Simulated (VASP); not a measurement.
The system is Gd.

```xyz
1
Lattice="0.0000 2.5858 2.5858 2.5858 0.0000 2.5858 2.5858 2.5858 0.0000" Properties=species:S:1:pos:R:3 pbc="T T T"
Gd    0.0000    0.0000    0.0000
```

This isn't the form of Gd at room conditions, which is hcp.

| Property | Result |
| --- | --- |
| Program | VASP 6.6.1 |
| Task | single point |
| Functional | PBE |
| Potentials or basis | VASP PAW PBE potentials, release 64 (Gd) |
| Cutoff | 520 eV |
| k mesh | 9 × 9 × 9 |
| Occupations | fermi-dirac, width 0.05 eV |
| Spin | collinear spin, ferromagnetic start |
| Starting moments | [7.0] μB |

On this cell: pressure -1.3 GPa; net moment 7.59 μB per cell; site moments Gd +6.97 μB; band gap on the k mesh none (metal or under the smearing width).

The same run follows on a disturbed copy (cell strained at random at fixed volume):

```
Gd
1.0
    -0.00885    2.53625    2.57003
     2.55559   -0.02978    2.59096
     2.58316    2.58475   -0.05735
Gd
1
Direct
  0.99376 0.98723 0.01668
```

Q: What changes?

A: The energy (extrapolated to zero smearing) moves by +3.2 meV/atom; pressure -1.3 GPa; net moment 7.58 μB per cell; site moments Gd +6.96 μB; band gap on the k mesh none (metal or under the smearing width).

Stress tensor (GPa, compression positive):
```
-1.25 -0.17  0.33
-0.17 -1.20  0.71
 0.33  0.71 -1.49
```

Caveats: spin-orbit coupling is left out, which moves the levels of the heavy elements.
